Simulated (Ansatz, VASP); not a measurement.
**SnF (F-SnSn-F chair monolayer) in two plane-wave programs**

One calculation is typed for both programs; each brings its own data sets. How far apart do they land? The structure shown is the start of the Ansatz relaxation below; VASP solves that cell, so the two are compared at the walk's first step.

Program: Ansatz 0.2.0. Level of theory: plane waves, with VASP 6.6.1 beside it; single point at PBE with D3(BJ). Results are calculated unless marked as measured.

### Step 1. The structure

The cell holds 4 atoms: 2 F and 2 Sn. Cell: a = 4.587 Å, b = 4.587 Å, c = 40.647 Å, α = 90.0°, β = 90.0°, γ = 120.0°. Vacuum lies along c.

Structure file:

```cif
data_structure
_symmetry_space_group_name_H-M 'P 1'
_symmetry_Int_Tables_number 1
_cell_length_a 4.5870
_cell_length_b 4.5870
_cell_length_c 40.6467
_cell_angle_alpha 90.000
_cell_angle_beta 90.000
_cell_angle_gamma 120.000
_cell_volume 740.65
loop_
_atom_site_label
_atom_site_type_symbol
_atom_site_fract_x
_atom_site_fract_y
_atom_site_fract_z
_atom_site_occupancy
F1 F 0.66667 0.33333 0.44038 1
F2 F 0.33333 0.66667 0.55962 1
Sn3 Sn 0.66667 0.33333 0.48860 1
Sn4 Sn 0.33333 0.66667 0.51140 1
```

### Step 2. Ansatz: relaxation, PBE with D3(BJ)

Ansatz runs on its default PAW (the set named soft_2) files.

The two programs are compared at the cell with which this relaxation starts, whose forces are those of its first step.

input.yaml

```yaml
crystal:
  lattice:
    - [4.587, 0.0, 0.0]
    - [-2.2935, 3.9724585272, 0.0]
    - [0.0, 0.0, 40.6466666668]
  atoms:
    - { symbol: F, position: [0.6666666667, 0.3333333333, 0.440380515] }
    - { symbol: Sn, position: [0.6666666667, 0.3333333333, 0.4886009513] }
    - { symbol: Sn, position: [0.3333333333, 0.6666666667, 0.5113990487] }
    - { symbol: F, position: [0.3333333333, 0.6666666667, 0.559619485] }
  periodic: [true, true, false]
kpoints:
  mp_grid: { grid: [12, 12, 1] }
hamiltonian:
  xc: pbe
  dispersion: d3bj
scf:
  occupations: { method: fermi_dirac, width: 0.05 }
  convergence: { dr2_threshold: 1.0e-09 }
relax:
  f_tol: 0.004
  max_steps: 90
  cell: {}
output:
  write_potential: true
  write_density: true
  volumetric_format: npy
```

Launch:

```sh
ansatz run input.yaml --threads 2 --pin off --max-ram 3072MiB --backend cpu --events-out ev --progress --plain --runs-dir out
```

Numbers of over 12 decimals in the logs are rounded to 6 here.

The log of the run:

```text
Warning: relax.cell: scf.convergence.dr2_threshold = 1e-9 eV is looser than the 1.8146884511e-10 eV advised for a relaxation that steers and ends on the stress (1e-10 eV for each atom of the cell: 4, times the square of relax.cell.stress_2d_tol = 0.05 N/m over 14.8 Å (the atoms' height at the walk's start and 5 Å past either face), 3.368e-2 GPa, over a crystal's default 0.05). What an SCF threshold leaves in a stress goes as its square root, and in the free energy as the threshold itself, and one threshold admits the most on a small cell: [figures from the program's tests cut] Set scf.convergence.dr2_threshold to 1.8146884511e-10 eV or tighter. [rest of the remark cut]
Engine: ansatz 0.2.0, x86_64-unknown-linux-gnu
Pseudopotentials: kind: paw
Pseudopotential: F, paw, valence charge 7, recommended cutoff 420 eV (normal), F.paw.azcp
Pseudopotential: Sn, paw, valence charge 14, recommended cutoff 420 eV (normal), Sn.paw.azcp
Functional definition: PBE
  parameter kappa = 0.804
  parameter beta = 0.066725
  exchange = pbe_x(kappa = kappa, mu = beta*pi^2/3)
  correlation = pbe_c(beta = beta)
Crystal: 4 atoms, lattice volume = 740.650 Å³
Basis set: ecut = 420 eV, 14625 PW (Γ), exchange–correlation on 64×64×576 points (8 copies of the dense FFT grid, shifted against one another)
Bands: 26, of which v1, the nominal top of the filled ones, is band 21 counted from 1 (20 counted from 0)
Symmetry: 12 space group operations
Space group: P-3m1 (ITA 164), of the structure as read, at distance tolerance 9.0e-5 Å
k-points: 19 of 144
Non-local potential: F, projectors of the file, l = 0: 2, l = 1: 2, l = 2: 1
Non-local potential: Sn, projectors of the file, l = 0: 2, l = 1: 2, l = 2: 2, l = 3: 2
PAW form: soft (Blöchl's): semilocal exchange-correlation on the pseudo side does not see the compensation charge
PAW one-centre angular grid: F, 110 points (default); XC on 64 Gauss nodes
PAW one-centre angular grid: Sn, 590 points (default); XC on 64 Gauss nodes
Initial density: superposition of atomic densities (neutral atoms: chi_scale 0, normalization atom), corrected by the library's trained network
Initial wavefunctions: pseudopotential atomic-orbital guess
Functional: x = pbe(κ = 0.804, μ = 0.219515), c = pbe(β = 0.066725)
SCF iter   1: F=—  HF=-13665.019968 eV  |F-HF|=—  |Δ(HF+E_count)|=         —  Δρ=2.79e-3  dr2=1.09e-1  ethr=1.77e-3  ⟨swp⟩=15.6  Hψ=3906  notcnv=0
preconditioner: auto → Resta (q_TF=auto, 1.691 Å⁻¹)  ε∞=1.5  [insulator: Δε(μ)=0.255 eV  Ē_g=8.038 eV  σ=0.050 eV  W_gap=0.84  n_scr=62 (ndim 8)  ℏωp=5.8 eV  f_vac=0.841  D(μ)=0.06/eV (n_scr^D=0)  ε∞_Penn≈1.5  vacuum switching on, ρ_ref=4.7e-3 e/Å³]
SCF iter   2: F=—  HF=-13664.998691 eV  |F-HF|=—  |Δ(HF+E_count)|=   2.13e-2  Δρ=2.81e-3  dr2=4.12e-2  ethr=2.60e-4  ⟨swp⟩=4.8  Hψ=1389  notcnv=0  defer=8
preconditioner: auto → LDOS  [insulator: Δε(μ)=0.168 eV  Ē_g=8.292 eV  σ=0.050 eV  W_gap=0.66  n_scr=62 (ndim 8)  ℏωp=5.8 eV  f_vac=0.842  D(μ)=0.11/eV (n_scr^D=2)  ε∞_Penn≈1.5  β→1.0]
SCF iter   3: F=—  HF=-13664.990409 eV  |F-HF|=—  |Δ(HF+E_count)|=   8.28e-3  Δρ=1.29e-3  dr2=7.49e-3  ethr=9.81e-5  ⟨swp⟩=2.8  Hψ=1049  notcnv=0  defer=8
SCF iter   4: F=—  HF=-13664.988756 eV  |F-HF|=—  |Δ(HF+E_count)|=   1.65e-3  Δρ=2.25e-4  dr2=3.07e-4  ethr=1.78e-5  ⟨swp⟩=3.3  Hψ=980  notcnv=0  defer=8
SCF iter   5: F=—  HF=-13664.988730 eV  |F-HF|=—  |Δ(HF+E_count)|=   2.66e-5  Δρ=7.72e-5  dr2=2.72e-5  ethr=7.32e-7  ⟨swp⟩=3.0  Hψ=986  notcnv=0  defer=8
SCF iter   6: F=—  HF=-13664.988729 eV  |F-HF|=—  |Δ(HF+E_count)|=   9.64e-7  Δρ=8.87e-6  dr2=3.12e-7  ethr=6.48e-8  ⟨swp⟩=2.9  Hψ=1003  notcnv=0  defer=8
SCF iter   7: F=—  HF=-13664.988856 eV  |F-HF|=—  |Δ(HF+E_count)|=   1.27e-4  Δρ=2.00e-6  dr2=1.89e-8  ethr=7.43e-10  ⟨swp⟩=3.6  Hψ=1145  notcnv=0  defer=8
SCF iter   8: F=-13664.988856 eV  HF=-13664.988856 eV  |F-HF|=4.45e-9  |Δ(HF+E_count)|=   1.75e-8  Δρ=3.39e-7  dr2=4.04e-10  ethr=2.38e-12  ⟨swp⟩=11.5  Hψ=5063  notcnv=0
SCF 1 converged in 8 iterations: F = -13664.988856 eV  dr2 = 4.04e-10
  greatest PAW one-centre occupation: 0.992 electrons in one spin orbital (limit 2), on the Sn atom at site 2 (counted from 0), in its partial waves of l = 2
relax step   1: F+E_penalty+E_count = -13664.98885580 eV  Δ(F+E_penalty+E_count) = +0.000e0 eV  max|allowed force component| = 2.596e-1 eV/Å  Δτ_max = 0.0000 Å  P = +2.408 N/m  Ω = 740.650 Å³  fix = [c, alpha, beta]  reactions: c +0.000 N/m  (8 SCF iters, accepted)
[...]
relax step  10: F+E_penalty+E_count = -13665.29669987 eV  Δ(F+E_penalty+E_count) = -3.921e-3 eV  max|allowed force component| = 1.349e-3 eV/Å  Δτ_max = 0.0062 Å  P = -0.006 N/m  Ω = 869.700 Å³  energy of the carried Pulay correction = -7.972e-3 eV  fix = [c, alpha, beta]  reactions: c -0.000 N/m  (8 SCF iters, accepted)
[...]
relax step  11: F+E_penalty+E_count = -13665.30542122 eV  Δ(F+E_penalty+E_count) = -8.721e-3 eV  max|allowed force component| = 1.734e-3 eV/Å  Δτ_max = 0.0000 Å  P = +0.028 N/m  Ω = 869.700 Å³  fix = [c, alpha, beta]  reactions: c +0.000 N/m  stress off target by 2.75e-2 N/m on what of the cell is left free  SCF on the basis re-selected at this cell (its energy is not comparable with the rows above)  (7 SCF iters)
basis re-selected at this cell: Δ(F+E_penalty+E_count) = -8.721e-3 eV, ΔP = +0.033 N/m vs the last step (what re-selecting the basis moved, of the pressure what is left beyond the Pulay correction that the steps carried, after the strain that the cell walked since its last selection, with what the two solves' SCF thresholds leave and, on support functions, any second-order correction that the steps lacked; it is no m [...]
WARN: The output density's exchange-correlation potential varies sharply where the density is thin. Do not read a vacuum level from v_tot or v_xc, or from such a field of the output density. On a cell that repeats whose density bears no net charge and no dipole along the vacuum's axis use v_es (v_loc + v_h of the components); under efield.dipole_correction with no amplitude use v_es + v_field, which holds any externa [...]
SCF converged after 7 iterations
Free energy (F): -13665.305421 eV
Harris-Foulkes:  -13665.305421 eV  (|F-HF|=1.08e-9)
Internal energy: -13665.303442 eV  (E = F + TS)
E sigma→0 (E₀):  -13665.304432 eV
Entropy (-TS):   -0.001979 eV (-0.495 meV/atom)
Fermi energy:    -6.887075 eV
--- Per-component energies (eV) ---
  E_band       = -873.585597
  E_kinetic    = 783.221143
  E_local      = -68372.562130  (includes V_loc(G=0)·N_el)
  E_nonlocal   = 82.907743
  E_hartree    = 33936.327405
  E_xc         = -921.564499
  E_vxc        = -392.505587  (∫ρ·V_xc dr)
  E_paw        = -8676.520415  (= ΣΔE_a)
  E_vpaw       = -847.305923  (= ΣTr[D̂ρ^β])
  E_aug_tail   = 0.004090  (compensation charges beyond the density's cutoff)
  E_ewald      = 29503.196791
  E_disp       = -0.313570  (pairwise vdW)
  E_smearing   = -0.001979  (= −TS)
  E_closure    = 0.000000  (closes the sum)
  Σ components = -13665.305421   (vs F -13665.305421, Δ=0.00e0)
--- Forces (eV/Å), atoms counted from 1 ---
  atom   1  F      0.00000000     0.00000000     0.00173411
  atom   2  Sn    -0.00000000     0.00000000     0.00030047
  atom   3  Sn    -0.00000000    -0.00000000    -0.00030047
  atom   4  F      0.00000000    -0.00000000    -0.00173411
  max |Σ_I F_I| component: 1.62e-17 eV/Å
--- 2D stress c σ (N/m, compression-positive) ---
        0.027547      -0.000000       0.000000
       -0.000000       0.027547       0.000000
        0.000000       0.000000       0.000000
  P = ½ c Tr σ = 0.0275 N/m
--- Band table (eV; the first three rows and the last of 19) ---
  k-point 0: bands = [... 17 lower, -10.2214, -10.2214, -7.6524, -6.9327, -6.9327, -5.0926, -3.5426, -3.5426, ... 1 higher]
  k-point 1: bands = [... 17 lower, -10.2205, -10.2128, -8.1614, -7.0183, -6.4239, -5.0290, -3.5615, -3.3489, ... 1 higher]
  k-point 2: bands = [... 17 lower, -10.2188, -10.1906, -8.8045, -7.2194, -5.8519, -4.8604, -3.4171, -2.8279, ... 1 higher]
  k-point 18: bands = [... 17 lower, -10.2454, -9.9488, -9.9488, -8.5161, -3.1521, -3.1521, -2.7245, -2.7245, ... 1 higher]
  the weakly bound empty levels are not read free of the cell's end (no_gap_told)
--- Relaxed structure (9 steps of the walk, 9 accepted, 2 SCFs on fresh bases) ---
  F+E_penalty+E_count = -13665.30542122 eV   max|allowed force component| = 1.734e-3 eV/Å   (the final SCF, on the basis selected at the relaxed cell)
  cell:  # Å, volume = 869.7001 Å³
    - [4.970579, 0, 0]
    - [-2.485289, 4.304648, 0]
    - [0, 0, 40.6466666668]
  atoms:
    - { symbol: F, position: [0.666667, 0.333333, 0.445072] }
    - { symbol: Sn, position: [0.666667, 0.333333, 0.493339] }
    - { symbol: Sn, position: [0.333333, 0.666667, 0.506661] }
    - { symbol: F, position: [0.333333, 0.666667, 0.554928] }
```

Reading the cycles: dr2 is the Hartree energy of the density residual (eV), the measure of convergence; HF is the Harris–Foulkes estimate of the energy, which meets the free energy F at convergence.

### Step 3. VASP: single point, PBE with D3(BJ), start cell

The same cell, functional, mesh and smearing now go to VASP, with its own data sets.

Lines of VASP's logs that name or quote its potential files are left out, and so is its time.

INCAR

```
SYSTEM = SnF
PREC = Accurate
ENCUT = 520
EDIFF = 1E-06
NELM = 120
ISMEAR = -1
SIGMA = 0.05
LREAL = .FALSE.
ALGO = Normal
GGA = PE
IVDW = 12
NBANDS = 27
LORBIT = 11
LWAVE = .FALSE.
LCHARG = .FALSE.
ISIF = 2
LDIPOL = .TRUE.
IDIPOL = 3
DIPOL = 0.5 0.5 0.5
LVHAR = .TRUE.
LASPH = .TRUE.
GGA_COMPAT = .FALSE.
NELMDL = -8
KPAR = 2
```

POSCAR

```
SnF
1.0
    4.5870000000      0.0000000000      0.0000000000
   -2.2935000000      3.9724590000      0.0000000000
    0.0000000000      0.0000000000     40.6466670000
F Sn
2 2
Direct
    0.6666666667      0.3333333333      0.4403805114
    0.3333333333      0.6666666667      0.5596194886
    0.6666666667      0.3333333333      0.4886009473
    0.3333333333      0.6666666667      0.5113990527
```

KPOINTS

```
Automatic mesh
0
Gamma
12 12 1
0 0 0
```

The projector-augmented-wave data sets are F and Sn_d (PBE family, release 64).

Launch:

```sh
mpirun -np 2 vasp_std
```

The log of the run:

```text
[banner, memory and clock lines left out]
running    2 mpi-ranks, on    1 nodes
 distrk:  each k-point on    1 cores,    2 groups
 distr:  one band on    1 cores,    1 groups

 POSCAR found type information on POSCAR F Sn
 POSCAR found :  2 types and       4 ions
 LDA part: xc-table for (Slater+PW92), standard interpolation
 POSCAR, INCAR and KPOINTS ok, starting setup
 FFT: planning ... GRIDC
 FFT: planning ... GRID_SOFT
 FFT: planning ... GRID
 WAVECAR not read
 entering main loop
       N       E                     dE             d eps       ncg     rms          rms(c)
DAV:   1     0.335618067542E+03    0.33562E+03   -0.17565E+04  1370   0.113E+03
DAV:   2     0.480870016525E+02   -0.28753E+03   -0.28044E+03  1448   0.270E+02
DAV:   3    -0.156374142415E+02   -0.63724E+02   -0.62996E+02  1208   0.132E+02
DAV:   4    -0.184909882473E+02   -0.28536E+01   -0.28445E+01  1213   0.339E+01
DAV:   5    -0.185496522021E+02   -0.58664E-01   -0.58573E-01  1252   0.543E+00
DAV:   6    -0.185519502496E+02   -0.22980E-02   -0.22978E-02  1294   0.116E+00
DAV:   7    -0.185520617479E+02   -0.11150E-03   -0.11150E-03  1436   0.225E-01
DAV:   8    -0.185520652455E+02   -0.34976E-05   -0.34971E-05  1441   0.331E-02    0.878E+00
DAV:   9    -0.163732125218E+02    0.21789E+01   -0.88114E+00  1575   0.261E+01    0.423E+00
DAV:  10    -0.163652139072E+02    0.79986E-02   -0.10724E+00  1098   0.546E+00    0.254E+00
DAV:  11    -0.163102432157E+02    0.54971E-01   -0.22327E-01  1305   0.351E+00    0.762E-01
DAV:  12    -0.162972826134E+02    0.12961E-01   -0.44328E-02  1856   0.328E+00    0.202E-01
DAV:  13    -0.163012928539E+02   -0.40102E-02   -0.93848E-03  1146   0.610E-01    0.904E-02
DAV:  14    -0.163020577950E+02   -0.76494E-03   -0.10712E-03  1252   0.372E-01    0.530E-02
[...]
DAV:  20    -0.163034895309E+02   -0.68143E-04   -0.42207E-06   979   0.132E-02    0.177E-03
DAV:  21    -0.163035210741E+02   -0.31543E-04   -0.91927E-07   828   0.514E-03    0.987E-04
DAV:  22    -0.163035373174E+02   -0.16243E-04   -0.57015E-07   780   0.348E-03    0.427E-04
DAV:  23    -0.163035448948E+02   -0.75773E-05   -0.17869E-07   824   0.339E-03    0.282E-04
DAV:  24    -0.163035488192E+02   -0.39244E-05   -0.52994E-08   764   0.182E-03    0.134E-04
DAV:  25    -0.163035498874E+02   -0.10682E-05   -0.26930E-08   651   0.121E-03    0.138E-04
DAV:  26    -0.163035510168E+02   -0.11294E-05   -0.12860E-08   701   0.142E-03    0.682E-05
DAV:  27    -0.163035514081E+02   -0.39128E-06   -0.33218E-09   597   0.851E-04
   1 F= -.16670377E+02 E0= -.16669881E+02  d E =-.991691E-03
```

Parts of OUTCAR (step 3):

```text
ion  position               nearest neighbor table
   1  0.667  0.333  0.440-   3 1.96
   2  0.333  0.667  0.560-   4 1.96
   3  0.667  0.333  0.489-   1 1.96   4 2.81   4 2.81   4 2.81
   4  0.333  0.667  0.511-   2 1.96   3 2.81   3 2.81   3 2.81

  LATTYP: Found a hexagonal cell.
 ALAT       =     4.5870000000
 C/A-ratio  =     8.8612746893

 Subroutine GETGRP returns: Found 12 space group operations
 (whereof 12 operations were pure point group operations)

The static configuration has the point symmetry D_3d.

 Found     19 irreducible k-points:

   k-points           NKPTS =     19   k-points in BZ     NKDIM =     19   number of bands    NBANDS=     27

   dimension x,y,z NGX =    36 NGY =   36 NGZ =  320
   dimension x,y,z NGXF=    72 NGYF=   72 NGZF=  640

   ENCUT  =  520.0 eV  38.22 Ry    6.18 a.u.   8.53  8.53 75.58*2*pi/ulx,y,z

   NELECT =      42.0000    total number of electrons

 k-points in reciprocal lattice and weights: Automatic mesh
   0.00000000  0.00000000  0.00000000       0.007
   0.08333333  0.00000000  0.00000000       0.042
   0.16666667  0.00000000  0.00000000       0.042
   0.25000000  0.00000000  0.00000000       0.042
   0.33333333  0.00000000  0.00000000       0.042
   0.41666667  0.00000000  0.00000000       0.042
   0.50000000  0.00000000  0.00000000       0.021
   0.08333333  0.08333333  0.00000000       0.042
   0.16666667  0.08333333  0.00000000       0.083
[...]
0.33333333  0.25000000  0.00000000       0.083
   0.33333333  0.33333333  0.00000000       0.014

 dipolmoment           0.000000      0.000000     -0.000000 electrons x Angstroem

 average (electrostatic) potential at core
       1 -84.6532       2 -84.6532       3-112.5868       4-112.5868

 E-fermi :  -5.3364

 k-point     1 :       0.0000    0.0000    0.0000
  band No.  band energies     occupation
    ...
     17      -9.3198      2.00000
     18      -9.1983      2.00000
     19      -9.1983      2.00000
     20      -5.4517      1.81855
     21      -5.4517      1.81855
     22      -5.2756      0.45720
     23      -4.5982      0.00000
     24      -2.0572      0.00000
     25      -2.0572      0.00000
     26      -0.5003      0.00000
    ...

 k-point     2 :       0.0833    0.0000    0.0000
  band No.  band energies     occupation
    ...
     17      -9.3288      2.00000
     18      -9.1985      2.00000
     19      -9.1984      2.00000
     20      -6.3932      2.00000
     21      -5.5785      1.98434
     22      -4.8270      0.00008
     23      -4.1099      0.00000
     24      -2.0883      0.00000
     25      -1.8191      0.00000
     26      -0.3848      0.00000
    ...

 k-point     3 :       0.1667    0.0000    0.0000
  band No.  band energies     occupation
    ...
     17      -9.3531      2.00000
     18      -9.1998      2.00000
     19      -9.1987      2.00000
     20      -7.3669      2.00000
     21      -5.8666      1.99995
     22      -4.6269      0.00000
     23      -3.6022      0.00000
     24      -1.7477      0.00000
     25      -1.2094      0.00000
     26      -0.1625      0.00000
    ...

 Edisp (eV)   -0.36683

  Total       2.64027     2.64027    -0.99336    -0.00000     0.00000     0.00000
  in kB       5.71145     5.71145    -2.14884    -0.00000     0.00000     0.00000
  external pressure =        3.09 kB  Pullay stress =        0.00 kB

  energy-cutoff  :      520.00
  volume of cell :      740.65
      direct lattice vectors                 reciprocal lattice vectors
     4.587000000  0.000000000  0.000000000     0.218007412  0.125866623  0.000000000
    -2.293500000  3.972459000  0.000000000     0.000000000  0.251733246  0.000000000
     0.000000000  0.000000000 40.646667000     0.000000000  0.000000000  0.024602263

 POSITION                                       TOTAL-FORCE (eV/Angst)
 -----------------------------------------------------------------------------------
      2.29350      1.32415     17.90000         0.000000      0.000000      0.108361
     -0.00000      2.64831     22.74667         0.000000     -0.000000     -0.108361
      2.29350      1.32415     19.86000         0.000000      0.000000      0.397936
     -0.00000      2.64831     20.78667        -0.000000     -0.000000     -0.397936
 -----------------------------------------------------------------------------------
    total drift:                                0.000000      0.000000     -0.000000

  FREE ENERGIE OF THE ION-ELECTRON SYSTEM (eV)
  ---------------------------------------------------
  free  energy   TOTEN  =       -16.6703773137 eV

  energy  without entropy=      -16.6693856225  energy(sigma->0) =      -16.66988147

 vacuum level on the upper side and lower side of the slab         1.346         1.346

 total charge
# of ion       s       p       d       tot
------------------------------------------
    1        1.747   4.294   0.000   6.041
    2        1.747   4.294   0.000   6.041
    3        1.148   1.151  10.045  12.344
    4        1.148   1.151  10.045  12.344
--------------------------------------------------
tot          5.789  10.890  20.090  36.769

[... 3 further parts left out ...]
```

### Step 4. Side by side

Known differences besides the potentials themselves: Ansatz cuts the interaction across the vacuum, VASP repeats the sheet with a dipole correction; the cutoff is 420 eV in Ansatz and 520 eV in VASP. Total energies have different zeros and are not compared.

Forces (eV/Å; atoms numbered as in POSCAR):

| atom | Ansatz x, y, z | VASP x, y, z |
| --- | --- | --- |
| F1 | 0.000, 0.000, 0.260 | 0.000, 0.000, 0.108 |
| F2 | 0.000, 0.000, -0.260 | 0.000, 0.000, -0.108 |
| Sn3 | 0.000, 0.000, 0.243 | 0.000, 0.000, 0.398 |
| Sn4 | 0.000, 0.000, -0.243 | 0.000, 0.000, -0.398 |

The forces differ by 88 meV/Å r.m.s., which is 52.4 % of the r.m.s. force of 0.168 eV/Å (both taken over all components). With vacuum in the cell, a pressure given here is an average over mostly empty space and none of the material.

### Step 5. Summary of results

| Item | Value |
| --- | --- |
| r.m.s. force difference (single point, PBE with D3(BJ), start cell) | 88 meV/Å |

In words: The r.m.s. force difference is 88 meV/Å (single point, PBE with D3(BJ), start cell), beyond the 12 meV/Å picked in this series as the mark of a large difference. What causes the difference of the single point, PBE with D3(BJ), start cell pair stays open here. 1 further run of this series is not shown here. How closely two codes agree says nothing of how well the functional describes the real material.

[Lines on the potential files, build, host, timing and source positions are cut from VASP's logs without a mark.]

[Logs are printed without paths, hosts, clocks, repeated set-up lines and the standing remarks that a program may print on its own settings, such as how far it seeks lower states.]

[Hosts, paths, dates, database ids (printed as entryN), source tags and the programs' standing remarks are cut or masked in the printed files.]
